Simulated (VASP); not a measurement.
TiSi2:

```
CELL_PARAMETERS angstrom
0.00000 4.11752 4.26290
2.38951 0.00000 4.26290
2.38951 4.11752 0.00000
ATOMIC_POSITIONS crystal
Ti 0.75000 0.75000 0.75000
Ti 0.50000 0.50000 0.50000
Si 0.41257 0.08743 0.41257
Si 0.08743 0.41257 0.08743
Si 0.16257 0.83743 0.16257
Si 0.83743 0.16257 0.83743
```

The cell is a database's computed one.

| Item | Value |
| --- | --- |
| Program | VASP 6.6.1 |
| Task | relaxation of cell and atoms |
| Functional | RPBE |
| Potentials or basis | VASP PAW PBE potentials, release 64 (Ti_sv, Si) |
| Cutoff | 600 eV |
| k mesh | 5 × 5 × 5 |
| Occupations | fermi-dirac, width 0.05 eV |
| Spin | no spin polarisation |

At the start: pressure 4.4 GPa; volume 13.98 Å³/atom.

Problem. Where does the relaxation end?

Solution. Over 10 steps the energy falls by 6.3 meV/atom and the volume is 14.40 Å³/atom (+3.0 %); space group Fddd (No. 70, to 0.05 Å).

The path:
| step | energy change (eV) | largest force (eV/Å) | pressure (GPa) | volume (Å³) |
| --- | --- | --- | --- | --- |
| 1 | 0.0000 | 0.0525 | 4.41 | 83.88 |
| 2 | -0.0070 | 0.0842 | -3.54 | 88.64 |
| 3 | -0.0357 | 0.0692 | 0.00 | 86.34 |
| 4 | -0.0357 | 0.0689 | 0.08 | 86.29 |
| 5 | -0.0365 | 0.0530 | 0.06 | 86.34 |
| 6 | -0.0370 | 0.0335 | 0.01 | 86.40 |
| 7 | -0.0375 | 0.0125 | -0.08 | 86.44 |
| 8 | -0.0376 | 0.0065 | -0.11 | 86.45 |
| 9 | -0.0376 | 0.0032 | 0.10 | 86.32 |
| 10 | -0.0376 | 0.0010 | 0.04 | 86.38 |

Final structure:
```
CELL_PARAMETERS angstrom
0.00000 4.14999 4.32327
2.40723 0.00000 4.32327
2.40723 4.14999 0.00000
ATOMIC_POSITIONS crystal
Ti 0.75000 0.75000 0.75000
Ti 0.50000 0.50000 0.50000
Si 0.41092 0.08908 0.41092
Si 0.08908 0.41092 0.08908
Si 0.16092 0.83908 0.16092
Si 0.83908 0.16092 0.83908
```

Caveat: the PAW data sets were made with another functional, which shifts forces and pressure a little.
